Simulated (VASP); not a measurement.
# LiF: forms and broadenings of the independent-particle spectrum

LiF, Pm-3m (no. 221), 2 atoms in the cell. PBE, independent-particle dielectric function; PAW potentials F, Li_sv (PBE set).

## Input

INCAR.step1:
```
SYSTEM = LiF
PREC = Accurate
ENCUT = 580
ISMEAR = 0
SIGMA = 0.02
EDIFF = 1E-8
LASPH = .True.
KPAR = 4
LWAVE = .False.
LCHARG = .False.
LEPSILON = .True.
```

INCAR.step2, as INCAR.step1 but for:
```
- LWAVE = .False.
- LEPSILON = .True.
+ LWAVE = .True.
+ NBANDS = 37
```

INCAR.step3:
```
SYSTEM = LiF
PREC = Accurate
ENCUT = 580
ISMEAR = 0
SIGMA = 0.02
EDIFF = 1E-7
LASPH = .True.
KPAR = 4
LWAVE = .False.
LCHARG = .False.
LOPTICS = .True.
NBANDS = 37
NEDOS = 2000
CSHIFT = 0.1
ALGO = None
NELM = 1
ISTART = 1
```

INCAR.step4, as INCAR.step3 but for:
```
+ LNABLA = .True.
```

INCAR.step5, as INCAR.step4 but for:
```
- LNABLA = .True.
+ LPEAD = .True.
+ IPEAD = 2
```

INCAR.step6, as INCAR.step5 but for:
```
- IPEAD = 2
+ IPEAD = 3
```

INCAR.step7 changes the same tag again: IPEAD = 4.

INCAR.step8, as INCAR.step7 but for:
```
- CSHIFT = 0.1
- LPEAD = .True.
- IPEAD = 4
+ CSHIFT = 0.5
```

INCAR.step9, as INCAR.step8 but for:
```
- CSHIFT = 0.5
+ CSHIFT = 0.01
```

INCAR.step10 changes the same tag again: CSHIFT = 0.3.

INCAR.step11, as INCAR.step10 but for:
```
- ISMEAR = 0
- CSHIFT = 0.3
+ ISMEAR = -5
+ CSHIFT = 0.1
```

INCAR.step12, as INCAR.step11 but for:
```
- ISMEAR = -5
- SIGMA = 0.02
+ ISMEAR = 0
+ SIGMA = 0.2
```

INCAR.step13, as INCAR.step12 but for:
```
- SIGMA = 0.2
+ SIGMA = 0.02
+ OMEGAMAX = 12
```

INCAR.step14, as INCAR.step13 but for:
```
- OMEGAMAX = 12
+ OMEGAMAX = 60
```

KPOINTS:
```
k-points
0
Gamma
  12 12 12
```

POSCAR:
```
LiF
1.0
    2.5595330000      0.0000000000      0.0000000000
    0.0000000000      2.5595330000      0.0000000000
    0.0000000000      0.0000000000      2.5595330000
F Li
1 1
Direct
    0.5000000000      0.5000000000      0.5000000000
    0.0000000000      0.0000000000      0.0000000000
```

Commands (each step's output is kept before the next begins):
```
cat potpaw_PBE.64/F/POTCAR potpaw_PBE.64/Li_sv/POTCAR > POTCAR
cp INCAR.step1 INCAR
mpirun -np 4 vasp_std > vasp.out
rm WAVECAR CHG
cp INCAR.step2 INCAR
mpirun -np 4 vasp_std > vasp.out
cp INCAR.step3 INCAR
mpirun -np 4 vasp_std > vasp.out
cp INCAR.step4 INCAR
mpirun -np 4 vasp_std > vasp.out
cp INCAR.step5 INCAR
mpirun -np 4 vasp_std > vasp.out
cp INCAR.step6 INCAR
mpirun -np 4 vasp_std > vasp.out
cp INCAR.step7 INCAR
mpirun -np 4 vasp_std > vasp.out
cp INCAR.step8 INCAR
mpirun -np 4 vasp_std > vasp.out
cp INCAR.step9 INCAR
mpirun -np 4 vasp_std > vasp.out
cp INCAR.step10 INCAR
mpirun -np 4 vasp_std > vasp.out
cp INCAR.step11 INCAR
mpirun -np 4 vasp_std > vasp.out
cp INCAR.step12 INCAR
mpirun -np 4 vasp_std > vasp.out
cp INCAR.step13 INCAR
mpirun -np 4 vasp_std > vasp.out
cp INCAR.step14 INCAR
mpirun -np 4 vasp_std > vasp.out
```

## Result

- Direct gap on the mesh (eV): 8.18
- Gap on the mesh (eV): 7.51
- Bands: 37

One ground state, settings moved in the last step alone:

| Settings | ε at zero frequency | Mean energy of the absorption, weighted by Im ε (eV) | Time (s) |
|---|---|---|---|
| longitudinal form, CSHIFT 0.1 | 2.17 | 13.75 | 2 |
| transversal form (LNABLA) | 2.05 | 13.62 | 2 |
| finite differences (LPEAD), order 2 | 2.17 | 13.75 | 4 |
| finite differences (LPEAD), order 3 | 2.17 | 13.75 | 6 |
| finite differences (LPEAD), order 4 | 2.17 | 13.75 | 6 |
| CSHIFT 0.5 | 2.17 | 13.66 | 2 |
| CSHIFT 0.01 | 2.17 | 13.75 | 2 |
| CSHIFT 0.3 | 2.17 | 13.70 | 2 |
| tetrahedron method | 2.16 | 13.79 | 3 |
| SIGMA 0.2 | 2.17 | 13.75 | 4 |
| OMEGAMAX 12, which cuts the spectrum short | 1.38 | – | 3 |
| OMEGAMAX 60 | 2.14 | 13.75 | 3 |

The mean energy covers the spectrum up to 20 eV.

On the same mesh, density-functional perturbation theory with local fields gives ε = 2.15.

VASP 6.6.1 took 135 s on 4 cores (Intel Xeon Platinum 8259CL @ 2.50GHz (Skylake/Cascade Lake)), a shared host.
